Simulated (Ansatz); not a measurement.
Runs of Ansatz 0.2.0 on Mg. The structure is hexagonal, space group P6_3/mmc (No. 194). Conventional cell: a = 3.177 Å, b = 3.177 Å, c = 10.319 Å, α = 90.00°, β = 90.00°, γ = 120.00°. Around Mg (site symmetry -6m2) lie 12 Mg at 3.17 to 3.18 Å. Around Mg (site symmetry -3m) lie 12 Mg at 3.17 to 3.18 Å. 

| task | level | cell | k mesh | smearing | atoms under strain | gap on the mesh (eV) | pressure (GPa) | relaxed volume (Å³/atom) |
| --- | --- | --- | --- | --- | --- | --- | --- | --- |
| relaxation of cell and atoms | BLYP+D3(BJ) | relaxed | 10 × 10 × 3 | fermi-dirac 0.05 eV | - | - | 0.0 | 20.65 |
| phonons | LDA | as given | 7 × 7 × 3 | fermi-dirac 0.05 eV | - | none | - | - |
| single point | PBE | as given | 10 × 10 × 3 | gaussian 0.027 eV | - | none | 1.0 | - |
| relaxation of cell and atoms | BLYP+D4 | relaxed | 10 × 10 × 3 | fermi-dirac 0.05 eV | - | none | 0.0 | (a) |
| elastic constants | PBEsol | as given | 7 × 7 × 3 | fermi-dirac 0.05 eV | clamped | none | (b) | - |
| relaxation of cell and atoms | revPBE+D3(BJ) | relaxed | 10 × 10 × 3 | fermi-dirac 0.05 eV | - | - | 0.0 | 21.34 |
| single point | PBE | as given | 10 × 10 × 3 | gaussian 0.028 eV | - | none | 1.0 | - |
| phonons | PBEsol | as given | 7 × 7 × 3 | fermi-dirac 0.05 eV | - | none | - | - |
| relaxation of cell and atoms | revPBE+D4 | relaxed | 10 × 10 × 3 | fermi-dirac 0.05 eV | - | - | 0.0 | 23.26 |

Alike in all rows: potentials or basis Ansatz PAW; no spin polarisation; cutoff (eV) 420.

**Question.** Fill in the values left out.

**Answer.** (a) 22.97; (b) 0.1.

Caveats: the PAW data sets come from PBE, with cores solved anew for the run's functional, which leaves a small shift of forces and pressure (some runs); the plane-wave basis is chosen anew once the cell has moved, so the energies of steps on either side of that aren't comparable (some runs); pairwise dispersion overbinds metals, which lowers pressure and volume (some runs); elastic constants of metals need much finer meshes, so these are rough (some runs).

A gap of «none» marks a metal or a gap under the smearing width.
